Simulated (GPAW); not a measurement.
Crystal: Zn.

```xyz
1
Lattice="0.0000 1.9648 1.9648 1.9648 0.0000 1.9648 1.9648 1.9648 0.0000" Properties=species:S:1:pos:R:3 pbc="T T T"
Zn    0.0000    0.0000    0.0000
```

This isn't the form of Zn at room conditions, which is hcp.

Program: GPAW 26.7.0. Alike in all runs: task band structure; no spin polarisation; cell as given; k mesh 12 × 12 × 12; cutoff (eV) 600; smearing fermi-dirac 0.05 eV.

Order these runs on this cell by their pressure, lowest first.
A. level BLYP; potentials or basis PAW data sets generated in the run's folder for this functional, pw; eigensolver davidson
B. level RPBE; potentials or basis the program's PAW data sets (release 1.2.1) made for this functional, pw
C. level r2SCAN; potentials or basis GPAW PAW data sets (gpaw-data 1.2.1), pw
D. level LDA; potentials or basis the program's PAW data sets (release 1.2.1) made for this functional, pw

D (-8.9 GPa), C (-4.3 GPa), B (2.8 GPa), A (5.6 GPa).

Caveats: the PAW data sets were made with another functional, which shifts forces and pressure a little (some runs).

Runs at the PBE level aren't shown here.
